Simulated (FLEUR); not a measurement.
# Ru (P6_3/mmc) in FLEUR: further runs

One crystal, Ru, is run at these levels: LDA exchange alone (X-alpha); tasks: band structure, equation of state.

All numbers are computed with FLEUR MaX-R8.1 (later development tree); they aren't measurements. Logs are shortened: lines on timing, memory, paths and dates and some standing lists are left out, and cuts for length are marked.

### 1 The crystal as given

Symmetry: P6_3/mmc, No. 194, hexagonal system. The conventional cell has a = 2.706 Å, b = 2.706 Å, c = 4.282 Å, α = 90.00°, β = 90.00°, γ = 120.00°. Around Ru (site symmetry -6m2) lie 12 Ru at 2.65 to 2.71 Å.

### 2 Band structure, LDA exchange alone (X-alpha)

inp.xml reads:

```xml
<?xml version="1.0" encoding="UTF-8" standalone="no"?>
<fleurInput fleurInputVersion="0.39">
   <comment>
      Ru                                                                                                  
   </comment>
   <calculationSetup>
      <cutoffs Kmax="3.8" Gmax="11.8" GmaxXC="11.8" numbands="0"/>
      <scfLoop itmax="60" minDistance="0.00001" maxIterBroyd="15" imix="Anderson" alpha="0.05" precondParam="0.0" spinf="2.0" sdNocoIR="T"/>
      <coreElectrons ctail="T" frcor="F" kcrel="0" coretail_lmax="0"/>
      <xcFunctional name="x-a" relativisticCorrections="F"/>
      <magnetism jspins="1"/>
      <soc l_soc="F" theta="0.0" phi="0.0" spav="F"/>
      <expertModes spex="0" secvar="F"/>
      <geometryOptimization l_f="F" forcealpha="1.0" forcemix="BFGS" epsdisp="0.00001" epsforce="0.00001"/>
      <ldaU l_linMix="F" mixParam="0.05" spinf="1.0"/>
   </calculationSetup>
   <cell>
      <bzIntegration valenceElectrons="32.0" mode="hist" fermiSmearingEnergy="0.00183747">
         <kPointListSelection listName="default-1"/>
         <!-- k-points included here -->
         <xi:include xmlns:xi="http://www.w3.org/2001/XInclude" href="kpts.xml"> </xi:include>
      </bzIntegration>
      <!-- symmetry operations included here -->
      <xi:include xmlns:xi="http://www.w3.org/2001/XInclude" href="sym.xml"> </xi:include>
      <bulkLattice scale="1.0">
         <bravaisMatrix>
            <row-1>    5.1132209479426800     0.0000000000000000     0.0000000000000000</row-1>
            <row-2>   -2.5566104739713400     4.4281792361568231     0.0000000000000000</row-2>
            <row-3>    0.0000000000000000     0.0000000000000000     8.0916182929247409</row-3>
         </bravaisMatrix>
      </bulkLattice>
   </cell>
   <atomSpecies>
      <species name="Ruthenium (Ru)" element="Ru" atomicNumber="44">
         <mtSphere radius="2.32" gridPoints="767" logIncrement="0.017"/>
         <atomicCutoffs lmax="9" lnonsphr="7"/>
         <electronConfig flipSpins="F">
            <coreConfig>(1s1/2) (2s1/2) (2p1/2) (2p3/2) (3s1/2) (3p1/2) (3p3/2) (3d3/2) (3d5/2)</coreConfig>
            <valenceConfig>(4s1/2) (4p1/2) (4p3/2) (5s1/2) (4d3/2) (4d5/2)</valenceConfig>
            <stateOccupation state="(5s1/2)" spinUp="0.500000" spinDown="0.500000"/>
            <stateOccupation state="(4d3/2)" spinUp="1.400000" spinDown="1.400000"/>
            <stateOccupation state="(4d5/2)" spinUp="2.100000" spinDown="2.100000"/>
         </electronConfig>
         <energyParameters s="5" p="5" d="4" f="4"/>
         <lo type="SCLO" l="0" n="4" eDeriv="0"/>
         <lo type="SCLO" l="1" n="4" eDeriv="0"/>
         <lo type="SCLO" l="1" n="4" eDeriv="1"/>
         <lo type="SCLO" l="2" n="4" eDeriv="2"/>
         <lo type="SCLO" l="3" n="4" eDeriv="2"/>
      </species>
   </atomSpecies>
   <atomGroups>
      <atomGroup species="Ruthenium (Ru)">
         <relPos label="                   1">-1.000/3.000 1.000/3.000 -1.000/4.000</relPos>
         <relPos label="                   2">1.000/3.000 -1.000/3.000 1.000/4.000</relPos>
         <force calculate="T" relaxXYZ="TTT"/>
      </atomGroup>
   </atomGroups>
   <output dos="F" band="F" slice="F">
      <checks vchk="F" cdinf="F"/>
      <bandDOS minEnergy="-.5*Htr" maxEnergy="0.5*Htr" sigma="0.015" storeEVData="T"/>
      <vacuumDOS vacdos="F" integ="F" star="F" nstars="0" locx1="0.0" locy1="0.0" locx2="0.0" locy2="0.0" nstm="0" tworkf="0.0"/>
      <unfoldingBand unfoldBand="F" supercellX="1" supercellY="1" supercellZ="1"/>
      <plotting iplot="0" polar="F">
         <plot TwoD="T" vec1="  1.0  0.0  0.0" vec2="  0.0  1.0  0.0" vec3="  0.0  0.0  1.0" zero="  0.0  0.0  0.0" file="plot"/>
      </plotting>
      <chargeDensitySlicing numkpt="0" minEigenval="0.0" maxEigenval="0.0" nnne="0" pallst="F"/>
      <specialOutput eonly="F"/>
      <moessbauerParams electricFieldGradient="T" isomerShift="T" coreHyperfine="T" valenceHyperfine="T"/>
      <magneticCircularDichroism mcd="F" energyLo="-10.0" energyUp="0.0"/>
   </output>
  <!-- We include the file relax.xml here to enable relaxations (see documentation) -->
  <xi:include xmlns:xi="http://www.w3.org/2001/XInclude" href="relax.xml"> <xi:fallback/> </xi:include>
</fleurInput>
```

crystal.txt reads:

```
Ru
&input cartesian=F /
2.7058000000  0.0000000000  0.0000000000
-1.3529000000  2.3432915376  0.0000000000
0.0000000000  0.0000000000  4.2819000000
1.8897261246
1.0 1.0 1.0

2
44 0.6666666667  0.3333333333  0.7500000000
44 0.3333333333  0.6666666667  0.2500000000

&kpt div1=11 div2=11 div3=6 gamma=T /
```

inp.xml (bands) reads:

```
<?xml version="1.0" encoding="UTF-8" standalone="no"?>
<fleurInput fleurInputVersion="0.39">
   <comment>
      Ru                                                                                                  
   </comment>
   <calculationSetup>
      <cutoffs Kmax="3.8" Gmax="11.8" GmaxXC="11.8" numbands="0"/>
      <scfLoop itmax="60" minDistance="0.00001" maxIterBroyd="15" imix="Anderson" alpha="0.05" precondParam="0.0" spinf="2.0" sdNocoIR="T"/>
      <coreElectrons ctail="T" frcor="F" kcrel="0" coretail_lmax="0"/>
      <xcFunctional name="x-a" relativisticCorrections="F"/>
      <magnetism jspins="1"/>
      <soc l_soc="F" theta="0.0" phi="0.0" spav="F"/>
      <expertModes spex="0" secvar="F"/>
      <geometryOptimization l_f="F" forcealpha="1.0" forcemix="BFGS" epsdisp="0.00001" epsforce="0.00001"/>
      <ldaU l_linMix="F" mixParam="0.05" spinf="1.0"/>
   </calculationSetup>
   <cell>
      <bzIntegration valenceElectrons="32.0" mode="hist" fermiSmearingEnergy="0.00183747">
         <kPointListSelection listName="path-1"/>
         <!-- k-points included here -->
         <xi:include xmlns:xi="http://www.w3.org/2001/XInclude" href="kpts.xml"> </xi:include>
      </bzIntegration>
      <!-- symmetry operations included here -->
      <xi:include xmlns:xi="http://www.w3.org/2001/XInclude" href="sym.xml"> </xi:include>
      <bulkLattice scale="1.0">
         <bravaisMatrix>
            <row-1>    5.1132209479426800     0.0000000000000000     0.0000000000000000</row-1>
            <row-2>   -2.5566104739713400     4.4281792361568231     0.0000000000000000</row-2>
            <row-3>    0.0000000000000000     0.0000000000000000     8.0916182929247409</row-3>
         </bravaisMatrix>
      </bulkLattice>
   </cell>
   <atomSpecies>
      <species name="Ruthenium (Ru)" element="Ru" atomicNumber="44">
         <mtSphere radius="2.32" gridPoints="767" logIncrement="0.017"/>
         <atomicCutoffs lmax="9" lnonsphr="7"/>
         <electronConfig flipSpins="F">
            <coreConfig>(1s1/2) (2s1/2) (2p1/2) (2p3/2) (3s1/2) (3p1/2) (3p3/2) (3d3/2) (3d5/2)</coreConfig>
            <valenceConfig>(4s1/2) (4p1/2) (4p3/2) (5s1/2) (4d3/2) (4d5/2)</valenceConfig>
            <stateOccupation state="(5s1/2)" spinUp="0.500000" spinDown="0.500000"/>
            <stateOccupation state="(4d3/2)" spinUp="1.400000" spinDown="1.400000"/>
            <stateOccupation state="(4d5/2)" spinUp="2.100000" spinDown="2.100000"/>
         </electronConfig>
         <energyParameters s="5" p="5" d="4" f="4"/>
         <lo type="SCLO" l="0" n="4" eDeriv="0"/>
         <lo type="SCLO" l="1" n="4" eDeriv="0"/>
         <lo type="SCLO" l="1" n="4" eDeriv="1"/>
         <lo type="SCLO" l="2" n="4" eDeriv="2"/>
         <lo type="SCLO" l="3" n="4" eDeriv="2"/>
      </species>
   </atomSpecies>
   <atomGroups>
      <atomGroup species="Ruthenium (Ru)">
         <relPos label="                   1">-1.000/3.000 1.000/3.000 -1.000/4.000</relPos>
         <relPos label="                   2">1.000/3.000 -1.000/3.000 1.000/4.000</relPos>
         <force calculate="T" relaxXYZ="TTT"/>
      </atomGroup>
   </atomGroups>
   <output dos="F" band="T" slice="F">
      <checks vchk="F" cdinf="F"/>
      <bandDOS minEnergy="-.5*Htr" maxEnergy="0.5*Htr" sigma="0.015" storeEVData="T"/>
      <vacuumDOS vacdos="F" integ="F" star="F" nstars="0" locx1="0.0" locy1="0.0" locx2="0.0" locy2="0.0" nstm="0" tworkf="0.0"/>
      <unfoldingBand unfoldBand="F" supercellX="1" supercellY="1" supercellZ="1"/>
      <plotting iplot="0" polar="F">
         <plot TwoD="T" vec1="  1.0  0.0  0.0" vec2="  0.0  1.0  0.0" vec3="  0.0  0.0  1.0" zero="  0.0  0.0  0.0" file="plot"/>
      </plotting>
      <chargeDensitySlicing numkpt="0" minEigenval="0.0" maxEigenval="0.0" nnne="0" pallst="F"/>
      <specialOutput eonly="F"/>
      <moessbauerParams electricFieldGradient="T" isomerShift="T" coreHyperfine="T" valenceHyperfine="T"/>
      <magneticCircularDichroism mcd="F" energyLo="-10.0" energyUp="0.0"/>
   </output>
  <!-- We include the file relax.xml here to enable relaxations (see documentation) -->
  <xi:include xmlns:xi="http://www.w3.org/2001/XInclude" href="relax.xml"> <xi:fallback/> </xi:include>
</fleurInput>
```

Potentials or basis: all-electron, FLAPW.

The run is started by

```console
$ inpgen -f crystal.txt -profile fastHighL
$ # inp.xml edited to the form shown
$ fleur_MPI
$ fleur_MPI   # second run, on inp.xml (bands)
```

Output:

```text
Welcome to FLEUR        (www.flapw.de)
      MaX-Release 8.1          (www.max-centre.eu)

 ========== k-point set info ==========
 Selected k-point list: default-1
 k-point list type: mesh
 11 x 11 x 6
 Number of k points: 64

 ------------Calculation Setup---------------------------
 Number of MPI-tasks      :            1
 Number of PE/node        :            1
 Number of OMP-threads    :            1
 Most efficient MPI parallelization for:
           1           2           4           8          16          32          64
 Additional eigenvalue parallelization possible
 Number of basis functions:          248
 Approximate size of matrices (H+S) per k-point:         0.001 GB
 --------------------------------------------------------
 Iteration:     1   Distance:      19.82016758 me/bohr^3
 Iteration:     2   Distance:      17.57098815 me/bohr^3
 Iteration:     3   Distance:       5.70038599 me/bohr^3
 Iteration:     4   Distance:       4.18638076 me/bohr^3
 Iteration:     5   Distance:       2.18600610 me/bohr^3
 Iteration:     6   Distance:       0.43291749 me/bohr^3
 Iteration:     7   Distance:       0.14827717 me/bohr^3
 Iteration:     8   Distance:       0.06467055 me/bohr^3
 Iteration:     9   Distance:       0.00801366 me/bohr^3
 Iteration:    10   Distance:       0.00170888 me/bohr^3
 Iteration:    11   Distance:       0.00148983 me/bohr^3
 Iteration:    12   Distance:       0.00016212 me/bohr^3
 Iteration:    13   Distance:       0.00022057 me/bohr^3
 Iteration:    14   Distance:       0.00003305 me/bohr^3
 Iteration:    15   Distance:       0.00000246 me/bohr^3

 ********************************************************************
 Run finished successfully
 Stop message:
   all done
 ********************************************************************
```

output (bands):

```text
Welcome to FLEUR        (www.flapw.de)
      MaX-Release 8.1          (www.max-centre.eu)

 ========== k-point set info ==========
 Selected k-point list: path-1
 k-point list type: path
 Number of k points: 60

 ------------Calculation Setup---------------------------
 Number of MPI-tasks      :            1
 Number of PE/node        :            1
 Number of OMP-threads    :            1
 Most efficient MPI parallelization for:
           1           2           3           4           5           6          10          12          15          20          30          60
 Additional eigenvalue parallelization possible
 Number of basis functions:          253
 Approximate size of matrices (H+S) per k-point:         0.001 GB
 --------------------------------------------------------
 Fermi energy correction for metals:
 Fermi energy in bands.* files may not be consistent with last density.
 Please correct it manually (e.g. in band.gnu file).

 Note: Band structure data (together with different weights) is also stored in the banddos.hdf file.
       A convenient way of extracting and plotting the data from that file is by making use of the

 ********************************************************************
 Run finished successfully
 Stop message:
   Charge density postprocessing done.
 ********************************************************************
```

out.xml (last iteration):

```text
<iteration numberForCurrentRun="   15" overallNumber="   15">
         <energyParameters units="Htr">
            <atomicEP atomType="1" spin="1" branch="5s" branchLowest="-2.02" branchHighest="2.65" value="0.4092845365"/>
            <atomicEP atomType="1" spin="1" branch="5p" branchLowest="-0.87" branchHighest="3.39" value="0.5303971761"/>
            <atomicEP atomType="1" spin="1" branch="4d" branchLowest="-9.28" branchHighest="0.88" value="0.5116015055"/>
            <atomicEP atomType="1" spin="1" branch="4f" branchLowest="-9.99" branchHighest="2.71" value="0.8119724071"/>
            <loAtomicEP atomType="1" spin="1" branch="4s" branchLowest="-19.59" branchHighest="-2.02" value="-2.0470923840"/>
            <loAtomicEP atomType="1" spin="1" branch="4p" branchLowest="-15.64" branchHighest="-0.87" value="-0.9511717448"/>
            <loAtomicEP atomType="1" spin="1" branch="4p" branchLowest="-15.64" branchHighest="-0.87" value="-0.9511717448"/>
            <loAtomicEP atomType="1" spin="1" branch="4d" branchLowest="-9.28" branchHighest="0.88" value="0.5088143288"/>
            <loAtomicEP atomType="1" spin="1" branch="4f" branchLowest="-9.99" branchHighest="2.71" value="0.8119735126"/>
         </energyParameters>
         <eigenvalues>
            <eigenvaluesAt spin="1" ikpt="1" k_x="0.00000000" k_y="0.00000000" k_z="0.00000000">
                      -2.0538243416       -2.0461427777       -0.9727828714       -0.9375048165       -0.9375048165
                      -0.9310950859       -0.9310950859       -0.9296243736        0.3230310507        0.3920829032
                       0.5274817997        0.5274817997        0.5339809633        0.5531503884        0.5531503884
                       0.5729415781        0.5729415781        0.6658973402        0.6689314293        0.6689314293
                       0.9990153691        1.1628710736        1.2524977538        1.2778390383        1.4480592244
            </eigenvaluesAt>
            <eigenvaluesAt spin="1" ikpt="2" k_x="0.00000000" k_y="0.00000000" k_z="0.16666667">
                      -2.0533182080       -2.0466667628       -0.9700229814       -0.9370792229       -0.9370792229
                      -0.9326539454       -0.9315255701       -0.9315255701        0.3343780192        0.3955919273
                       0.5219118434        0.5219118434        0.5284204337        0.5466374698        0.5466374699
                       0.5875652938        0.5875652938        0.6310081331        0.6692653690        0.6692653690
                       1.0458467253        1.1444058171        1.2484826829        1.2926232263        1.3846005961
[... 37 lines left out ...]
         <allElectronCharges>
            <spinDependentCharge spin="1" total="88.0000000" interstitial="3.7778891" mtSpheres="84.2221109"/>
            <totalCharge value="87.9999999960"/>
         </allElectronCharges>
         <moessbauerParams unitsHFF="kG" unitsIS="e/bohr^3" unitsEFG="Htr/bohr^2">
            <coreIsomerShift atomType="1" isTotal="110742.38928">
               <shell n="1" l="0" isomerShift="97611.11782"/>
               <shell n="2" l="0" isomerShift="10904.22474"/>
               <shell n="2" l="1" isomerShift="196.47239"/>
               <shell n="3" l="0" isomerShift="1992.40005"/>
               <shell n="3" l="1" isomerShift="38.17427"/>
               <shell n="3" l="2" isomerShift="0.00000"/>
            </coreIsomerShift>
            <isomerShift atomType="1" nucleusRadius="0.0001100" averageDensity="111123.61901"/>
            <electricFieldGradient atomType="1" VXX="0.06230" VYY="0.06230" VZZ="-0.12459" asymParam="0.00000">
            </electricFieldGradient>
         </moessbauerParams>
         <totalEnergy                                    value="    -9046.6015888063" units="Htr">
            <sumOfEigenvalues                            value="    -5374.8581166771">
               <coreElectrons value="-5363.3559608900"/>
               <valenceElectrons value="-11.5021557871"/>
            </sumOfEigenvalues>
            <densityCoulombPotentialIntegral value="-14457.8846915384"/>
            <densityEffectivePotentialIntegral value="-14791.7156786851"/>
            <chargeDenXCDenIntegral value="-250.3732403618"/>
            <FockExchangeEnergyValence value="0.0000000000"/>
            <FockExchangeEnergyCore value="0.0000000000"/>
            <atomTypeDependentContributions atomType="1">
               <electronNucleiInteractionDifferentMTs value="10927.0537028468"/>
               <MadelungTerm value="-57.0898618365"/>
            </atomTypeDependentContributions>
            <tkbTimesEntropy value="0.0005982102"/>
            <freeEnergy value="-9046.6021870165"/>
            <extrapolationTo0K value="-9046.6018879114"/>
         </totalEnergy>
         <densityConvergence units="me/bohr^3">
            <chargeDensity spin="1" distance="0.0000024632"/>
         </densityConvergence>
      </iteration>
```

Wall time 20 s (1 thread of Arm Neoverse V1, shared host); peak memory 0.05 GiB.

What came out:

* Free energy: -246170.5863 eV
* Band gap along the path: none (metal or under the smearing width)
* Valence electrons inside the program's atomic spheres: Ru 14.11 (radii Ru 2.32 bohr)

Levels at the corners of the path, in eV from the Fermi level:
| point | band 14 | band 15 | band 16 | band 17 | band 18 | band 19 |
| --- | --- | --- | --- | --- | --- | --- |
| Γ | -1.86 | -1.86 | -1.32 | -1.32 | 1.21 | 1.29 |
| M | -1.82 | -1.48 | 1.54 | 1.97 | 2.05 | 4.13 |
| K | -2.81 | -1.03 | 1.11 | 1.11 | 1.56 | 7.04 |
| Γ | -1.86 | -1.86 | -1.32 | -1.32 | 1.21 | 1.29 |
| A | -2.72 | -2.72 | -2.72 | 0.65 | 0.65 | 0.65 |
| L | -1.00 | 0.47 | 0.47 | 1.80 | 1.80 | 3.40 |
| H | -2.70 | -1.13 | -1.13 | 1.33 | 1.33 | 8.43 |
| A | -2.72 | -2.72 | -2.72 | 0.65 | 0.65 | 0.65 |
| L | -1.00 | 0.47 | 0.47 | 1.80 | 1.80 | 3.40 |
| M | -1.82 | -1.48 | 1.54 | 1.97 | 2.05 | 4.13 |
| K | -2.81 | -1.03 | 1.11 | 1.11 | 1.56 | 7.04 |
| H | -2.70 | -1.13 | -1.13 | 1.33 | 1.33 | 8.43 |

Core levels (eV from the Fermi level):
| atom | levels |
| --- | --- |
| 1 Ru | 1s1/2 -21892.3, 2s1/2 -3144.4, 2p1/2 -2907.0, 2p3/2 -2776.3, 3s1/2 -550.1, 3p1/2 -457.9, 3p3/2 -435.7, 3d3/2 -272.0, 3d5/2 -267.7 |
| 2 Ru | 1s1/2 -21892.3, 2s1/2 -3144.4, 2p1/2 -2907.0, 2p3/2 -2776.3, 3s1/2 -550.1, 3p1/2 -457.9, 3p3/2 -435.7, 3d3/2 -272.0, 3d5/2 -267.7 |

(Part 1 of 2 ends here.)
